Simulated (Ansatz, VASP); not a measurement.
Two plane-wave programs on Al

The input INCAR:

```
SYSTEM = Al
PREC     = Accurate       ! precision mode
ENCUT    = 520            ! plane-wave cutoff, eV
EDIFF    = 1E-7           ! SCF threshold, eV
ISMEAR   = 0              ! smearing method
SIGMA    = 0.15           ! smearing width, eV
LREAL    = .False.        ! projectors in reciprocal space
LASPH    = .True.         ! aspherical terms in the spheres
NELM     = 80             ! most SCF steps
ALGO     = Normal         ! electronic algorithm
ISIF     = 2              ! what is computed and relaxed
LWAVE    = .False.        ! write WAVECAR
LCHARG   = .False.        ! write CHGCAR
GGA      = PE             ! functional
IVDW     = 12             ! dispersion correction
NBANDS   = 8              ! bands
```

KPOINTS

```
Automatic mesh
0
Gamma
  20 20 20
  0 0 0
```

POSCAR

```
Al
1.0
    0.0000000000      1.9936203000      1.9936203000
    1.9936203000      0.0000000000      1.9936203000
    1.9936203000      1.9936203000      0.0000000000
Al
1
Direct
    0.0000000000      0.0000000000      0.0000000000
```

Input for Ansatz:

```yaml
crystal:
  lattice:
    - [0.0, 1.9936203, 1.9936203]
    - [1.9936203, 0.0, 1.9936203]
    - [1.9936203, 1.9936203, 0.0]
  atoms:
    - { symbol: Al, position: [0.0, 0.0, 0.0] }
basis:
  ecutwfc: 420
kpoints:
  mp_grid: { grid: [20, 20, 20] }
hamiltonian:
  xc: pbe
  dispersion: d3bj
scf:
  occupations: { method: gaussian, width: 0.15 }
output:
  forces: true
  stress: true
  eigenvalues: true
```

Change from the starting cell: strain -0.015 along x and y, -0.015 along z, atoms carried along.

Alike in both runs: task single point; functional PBE; dispersion D3(BJ); k mesh 20 × 20 × 20; occupations gaussian, width 0.15 eV; no spin polarisation.

|  | VASP | Ansatz |
| --- | --- | --- |
| version | VASP 6.6.1 | Ansatz 0.2.0 |
| potentials or method | VASP PAW PBE potentials, release 64 (Al) | scalar-relativistic, plane waves, PAW |
| plane-wave cutoff (eV) | 520 | 420 |
| valence electrons in the cell | 3 | 3 |

Ansatz gave:

- gap on the k mesh at the Fermi level (eV): none
- pressure (GPa): -0.3

Task: Which values does VASP return?

Result: gap on the k mesh at the Fermi level (eV): none; pressure (GPa): -0.4.

A gap of «none» marks a metal or a gap that the smearing closes.

Caveats: pairwise dispersion overbinds metals, which lowers pressure and volume.
